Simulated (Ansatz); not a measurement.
# ZrSe2: the cost of one run

Computed with Ansatz 0.2.0 (DFT PBE+D3(BJ), scalar-relativistic, plane waves, PAW, unless a step's input says otherwise).

The COD entry's cell or inner coordinates are ideal or old and differ from later refinements, so a difference from it is no clean test against experiment.

2 further runs of the same task are left out: 2 set aside as unsound or not needed.

## (1) The structure to begin with

It takes space group P-3m1 (No. 164, trigonal). The conventional cell has a = 3.736 Å, b = 3.736 Å, c = 6.036 Å, α = 90.00°, β = 90.00°, γ = 120.00°. Zr (site symmetry -3m) has 6 Se at 2.68 Å as nearest neighbours. Se (site symmetry 3m) has 3 Zr at 2.68 Å as nearest neighbours.

Structure file:

```cif
data_structure
_symmetry_space_group_name_H-M 'P 1'
_symmetry_Int_Tables_number 1
_cell_length_a 3.7361
_cell_length_b 3.7361
_cell_length_c 6.0364
_cell_angle_alpha 90.000
_cell_angle_beta 90.000
_cell_angle_gamma 120.000
_cell_volume 72.97
loop_
_atom_site_label
_atom_site_type_symbol
_atom_site_fract_x
_atom_site_fract_y
_atom_site_fract_z
_atom_site_occupancy
Zr1 Zr 0.00000 0.00000 0.00000 1
Se1 Se 0.33333 0.66667 0.26475 1
Se2 Se 0.66667 0.33333 0.73525 1
```

This cell was relaxed beforehand with the same method: volume 24.32 Å³/atom, gap on the mesh none (metal).

## (2) Bands, states and charges

Input file input.yaml:

```yaml
crystal:
  lattice:
    - [3.7361353414, 0.0, 0.0]
    - [-1.8680676707, 3.2355881177, 0.0]
    - [0.0, 0.0, 6.0364082707]
  atoms:
    - { symbol: Zr, position: [0.0, 0.0, 0.0] }
    - { symbol: Se, position: [0.3333333333, 0.6666666667, 0.2647471439] }
    - { symbol: Se, position: [0.6666666667, 0.3333333333, 0.7352528561] }
basis:
  ecutwfc: 420
kpoints:
  mp_grid: { grid: [15, 15, 8] }
  band_path:
    path:
      - [[0.0, 0.0, 0.0], [0.5, 0.0, 0.0], [0.33333333, 0.33333333, 0.0], [0.0, 0.0, 0.0], [0.0, 0.0, 0.5], [0.5, 0.0, 0.5], [0.33333333, 0.33333333, 0.5], [0.0, 0.0, 0.5]]
      - [[0.5, 0.0, 0.5], [0.5, 0.0, 0.0]]
      - [[0.33333333, 0.33333333, 0.5], [0.33333333, 0.33333333, 0.0]]
    npoints: 14
hamiltonian:
  xc: pbe
  dispersion: d3bj
scf:
  occupations: { method: gaussian, width: 0.1 }
  n_extra_bands: 7
output:
  forces: true
  stress: true
  eigenvalues: true
  populations: true
  dos: { projected: true, de: 0.02, nscf_kmesh: { grid: [23, 23, 12] } }
  bader: true
```

Launch:

```console
$ ansatz run input.yaml --threads 2 --pin off --max-ram 5120MiB --backend cpu --events-out ev --progress --plain --runs-dir out
```

**Question.** How long does this run take on 2 threads of Arm Neoverse V2, shared host, and how much memory does it need?

About 36 s, with a peak of 0.91 GiB.
